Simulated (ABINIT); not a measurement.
Here is an ABINIT 10.8.3 (patched build) calculation.

run.abi

```
# Pseudopotentials
pp_dirpath "./"
pseudos "As.GGA_PBE-JTH.xml, Ga.GGA_PBE-JTH.xml"

# Structure
acell 3.9977696088 3.9977696088 3.9977696088 Angstrom
rprim
     0.0000000000     0.7071067812     0.7071067812
     0.7071067812     0.0000000000     0.7071067812
     0.7071067812     0.7071067812     0.0000000000
ntypat 2
znucl 33 31
natom 2
typat 1 2
xcart
     8.0129584431     8.0129584431     8.0129584431
     0.0000000000     0.0000000000     0.0000000000

# Plane-wave basis
ecut 544.227725 eV
pawecutdg 40.0

# k points
kptopt 1
ngkpt 8 8 8
nshiftk 1
shiftk 0.0 0.0 0.0

# Exchange and correlation
ixc -497498
usekden 1
pawxcdev 0

# Bands and occupations
nband 18
occopt 3
tsmear 0.05 eV

# SCF cycle
nstep 100
tolvrs 1.0e-7

# Output
iomode 3
prtwf 0
prteig 0
prtebands 0
enunit 1
prtden 1
prtvha 1
prtvclmb 1
prtpot 1
```

Potentials or basis: JTH PAW PBE v2.0.

Launch:

```console
$ mpirun --bind-to none -np 4 abinit run.abi > log 2>&1
```

Predict the pressure.

0.5 GPa.

What does it give for the band gap on the k mesh?

1.01 eV, direct.

Caveat: the PAW data sets were made with another functional, which shifts forces and pressure a little.

**What was measured.**

From “Evidence of valence band perturbations in GaAsN/GaAs(001): A combined variable-angle spectroscopic ellipsometry and modulated photoreflectance investigation”, 2008, arxiv:0805.2212, for a bulk crystal of GaAs at 300 K: band gap 1.412 ± 0.01 eV (direct).

A measured gap of GaAs is 1.412 eV (direct; 300 K; “Evidence of valence band perturbations in GaAsN/GaAs(001): A combined variable-angle spectroscopic ellipsometry and modulated photoreflectance investigation”, 2008, arxiv:0805.2212); the calculated 1.01 eV misses it by -0.41 eV. 3 values of this kind are on record (1.412 to 1.51 eV); this one was drawn at random among those near their median, those with a stated uncertainty first. Spin-orbit coupling on As, Ga is left out. The value is that of r2SCAN on a finite k mesh, which can miss the band edges, without temperature or zero-point motion.
